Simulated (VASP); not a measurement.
Input of a VASP 6.6.1 run:

Contents of INCAR:

```
PREC = Accurate
ENCUT = 520
EDIFF = 1E-7
ISMEAR = -1
SIGMA = 0.1
LREAL = False
LASPH = True
NELM = 80
ALGO = Normal
ISIF = 2
LWAVE = False
LCHARG = False
GGA = PS
NBANDS = 12
```

KPOINTS

```
Automatic mesh
0
Gamma
  22 22 22
```

POSCAR

```
Au
1.0
   -1.6208886467      1.6208886467      1.6208886467
    1.6208886467     -1.6208886467      1.6208886467
    1.6208886467      1.6208886467     -1.6208886467
Au
1
Direct
    0.0000000000      0.0000000000      0.0000000000
```

Potentials or basis: VASP PAW PBE potentials, release 64 (Au).

Run with:

```bash
$ cat potpaw_PBE.64/Au/POTCAR > POTCAR
$ mpirun -np 1 vasp_std > vasp.out
```

Task: What does it give for the band gap on the k mesh?

Result: None (metal or under the smearing width).

Task: Estimate the pressure.

Result: -0.1 GPa.

Caveat: the PAW data sets were made with another functional, which shifts forces and pressure a little. The run has no spin-orbit coupling, so splittings on Au are missing.
